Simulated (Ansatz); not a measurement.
## P (Pm-3m), an elastic constant from a strain scan

The calculation used Ansatz 0.2.0, DFT PBE+D3(BJ), scalar-relativistic, plane waves, PAW. Settings: plane waves to 420 eV, k-mesh 24×24×24 (Γ-centred), Gaussian smearing 0.15 eV. No spin polarisation. Energies are free energies at this smearing, counted from the undisturbed cell; pressure is positive in compression.

The starting cell (relaxed at this level; this simple cubic form isn't the usual structure):

```
P
1.0
     2.40726    0.00000    0.00000
     0.00000    2.40726    0.00000
     0.00000    0.00000    2.40737
P
1
Direct
  0.00000 0.00000 0.00000
```

The cell is strained by ε times the Voigt pattern (0, 0, 0, 0, 0, 1) (xx, yy, zz, yz, xz, xy; engineering shear) with fractional coordinates fixed. The cell holds 1 atom in V0 = 13.95 Å³. The stress column is τ = (1/V0) dE/dε, got from the stress tensor σ (compression positive) at each point as −det(1 + εP) σ : P(1 + εP)⁻¹, with P the pattern as a tensor.

```csv
ε,ΔE (meV/atom),τ (GPa)
-0.1312,53.063,-9.472
-0.1125,38.620,-8.235
-0.0937,26.317,-6.770
-0.0750,16.496,-5.313
-0.0562,8.947,-3.902
-0.0375,3.799,-2.424
-0.0187,0.924,-1.136
0.0000,0.000,0.000
0.0187,0.924,1.136
0.0375,3.799,2.424
0.0562,8.947,3.902
0.0750,16.496,5.313
0.0937,26.317,6.770
0.1125,38.620,8.235
0.1312,53.063,9.472
0.1500,?,?
```

Task: Which combination of elastic constants does this scan measure, and how large is it?

Result: For small ε, τ = τ0 + Kε with K = pᵀCp, which for this pattern is C44 in the cubic axes. The parabola through τ at ε = -0.0187, 0 and 0.0187 has slope K = 61 GPa at zero. The energies per cell, E = NΔE, of the same two points give K = 2[E(ε₊)/ε₊ − E(ε₋)/ε₋]/[(ε₊ − ε₋)V0] = 61 GPa, in agreement.

Task: Predict the withheld row at ε = 0.1500 from the harmonic law, and compare.

Result: ΔE = V0(τ0 ε + Kε²/2)/N = 59.506 meV/atom and τ = 9.11 GPa. The calculation gives 69.472 meV/atom and 10.54 GPa: the energy lies 17 % above the harmonic value.

In a metal these slopes depend on the k mesh and the smearing.

Cost: 9 runs of about 1.7 core-minutes in all, on Intel Xeon Platinum 8488C (Sapphire Rapids) (shared hosts).